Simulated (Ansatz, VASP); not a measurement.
EuS in VASP and in Ansatz

```
CELL_PARAMETERS angstrom
0.00000 2.97850 2.97850
2.97850 0.00000 2.97850
2.97850 2.97850 0.00000
ATOMIC_POSITIONS crystal
Eu 0.00000 0.00000 0.00000
S 0.50000 0.50000 0.50000
```

Alike in both runs: task band structure; functional revPBE; k mesh 8 × 8 × 8; occupations fermi-dirac, width 0.05 eV; collinear spin, ferromagnetic start.

```csv
,VASP,Ansatz
version,VASP 6.6.1,Ansatz 0.2.0
potentials or method,"VASP PAW PBE potentials, release 64 (Eu, S)",Ansatz PAW
plane-wave cutoff (eV),520,420
valence electrons in the cell,23,23
```

Ansatz gave:

- gap on the k mesh at the Fermi level (eV): none
- pressure (GPa): -0.8
- net moment per atom (μB): 3.49
- size of the moment on the site where the two differ most (μB): 6.77

**Question.** What did VASP give for the same quantities?

**Answer.** gap on the k mesh at the Fermi level (eV): none; pressure (GPa): -1.0; net moment per atom (μB): 3.49; size of the moment on the site where the two differ most (μB): 6.59.

Site moments also hang on the region over which each program counts them. A gap of «none» marks a metal or a gap that the smearing closes. With one functional, cell and mesh, what is left measures potentials, basis and numerics.

Caveats: spin-orbit coupling is left out, which moves the levels of the heavy elements; a cell with one magnetic atom can't hold antiferromagnetic order, which such compounds often take; without U or exact exchange the open f shell lies at the Fermi level, which spoils levels, moments and volumes; the PAW data sets were made with another functional, which shifts forces and pressure a little (VASP); the PAW data sets come from PBE, with cores solved anew for the run's functional, which leaves a small shift of forces and pressure (Ansatz). The state reached can hang on the start; a lower one may exist.
